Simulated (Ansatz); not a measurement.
# KCl3: the cost of one run

Program: Ansatz 0.2.0. Level of theory: DFT r2SCAN, scalar-relativistic, plane waves, PAW. These are calculated values, not measurements.

## (1) The structure to begin with

Symmetry: I4/mmm, No. 139, tetragonal system. Conventional cell: a = 4.095 Å, b = 4.095 Å, c = 14.174 Å, α = 90.00°, β = 90.00°, γ = 90.00°. Around K (site symmetry 4/mmm) lie 4 Cl at 2.90 Å. Around Cl (site symmetry -4m2) lie 4 Cl at 2.90 Å. Around Cl (site symmetry 4/mmm) lie 4 K at 2.90 Å.

Structure file:

```cif
data_structure
_symmetry_space_group_name_H-M 'P 1'
_symmetry_Int_Tables_number 1
_cell_length_a 7.6556
_cell_length_b 7.6556
_cell_length_c 7.6556
_cell_angle_alpha 148.977
_cell_angle_beta 148.977
_cell_angle_gamma 44.445
_cell_volume 118.82
loop_
_atom_site_label
_atom_site_type_symbol
_atom_site_fract_x
_atom_site_fract_y
_atom_site_fract_z
_atom_site_occupancy
K1 K 0.00000 0.00000 0.00000 1
Cl1 Cl 0.75000 0.25000 0.50000 1
Cl2 Cl 0.25000 0.75000 0.50000 1
Cl3 Cl 0.50000 0.50000 0.00000 1
```

The structure comes from the Materials Project (structure only).

## (2) Functional and cell changed: r2SCAN

The change: strain xx, yy, zz, yz, xz, xy = +1.1, +1.1, +1.1, +0.0, +0.0, +0.0 %.

The input, input.yaml:

```yaml
crystal:
  lattice:
    - [-2.0697871882, 2.0697871882, 7.1647069841]
    - [2.0697871882, -2.0697871882, 7.1647069841]
    - [2.0697871882, 2.0697871882, -7.1647069841]
  atoms:
    - { symbol: K, position: [0.0, 0.0, 0.0] }
    - { symbol: Cl, position: [0.75, 0.25, 0.5] }
    - { symbol: Cl, position: [0.25, 0.75, 0.5] }
    - { symbol: Cl, position: [0.5, 0.5, 0.0] }
basis:
  ecutwfc: 500
kpoints:
  mp_grid: { grid: [14, 14, 14] }
hamiltonian:
  xc: r2scan
scf:
  occupations: { method: gaussian, width: 0.1 }
output:
  forces: true
  stress: true
  eigenvalues: true
  populations: true
```

Command:

```sh
ansatz run input.yaml --threads 1 --pin off --max-ram 1331MiB --backend cpu --events-out ev --progress --plain --runs-dir out
```

What time and memory should one allow on 1 thread of an x86-64 CPU, shared host?

About 2.2 min, with a peak of 0.97 GiB.
